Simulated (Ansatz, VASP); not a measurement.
## One calculation of Sr, two programs

The input INCAR:

```
SYSTEM = Sr
PREC = Accurate
ENCUT = 520
EDIFF = 1E-7
ISMEAR = 0
SIGMA = 0.05
LREAL = .False.
LASPH = .True.
NELM = 150
ALGO = Fast
ISIF = 2
LWAVE = .False.
LCHARG = .False.
LNONCOLLINEAR = .True.
MAGMOM = 0 0 0
LORBIT = 11
LSORBIT = .True.
GGA_COMPAT = .False.
LORBMOM = .True.
GGA = PE
NBANDS = 21
```

The input KPOINTS:

```
regular mesh
0
Gamma
  12 12 12
  0 0 0
```

File POSCAR:

```
Sr
1.0
   -2.3779443958      2.3779443958      2.3779443958
    2.3779443958     -2.3779443958      2.3779443958
    2.3779443958      2.3779443958     -2.3779443958
Sr
1
Direct
    0.0000000000      0.0000000000      0.0000000000
```

Input for Ansatz:

```yaml
crystal:
  lattice:
    - [-2.3779443958, 2.3779443958, 2.3779443958]
    - [2.3779443958, -2.3779443958, 2.3779443958]
    - [2.3779443958, 2.3779443958, -2.3779443958]
  atoms:
    - { symbol: Sr, position: [0.0, 0.0, 0.0] }
basis:
  ecutwfc: 600
  ecutrho_ratio: 5
kpoints:
  mp_grid: { grid: [12, 12, 12] }
hamiltonian:
  xc: pbe
scf:
  occupations: { method: gaussian, width: 0.05 }
output:
  forces: true
  stress: true
  eigenvalues: true
  populations: true
magnetization:
  noncollinear: true
  spin_orbit: true
```

Alike in both runs: task single point; functional PBE; k mesh 12 × 12 × 12; occupations gaussian, width 0.05 eV; non-collinear spin, spin-orbit coupling.

```csv
,VASP,Ansatz
version,VASP 6.6.1,Ansatz 0.2.0
potentials or method,"VASP PAW PBE potentials, release 64 (Sr_sv)","plane waves, PAW"
plane-wave cutoff (eV),520,600
valence electrons in the cell,10,10
```

```csv
,VASP,Ansatz,Ansatz less VASP
pressure (GPa),0.0,0.0,0.00
net moment per atom (μB),0.00,0.00,0.000
```
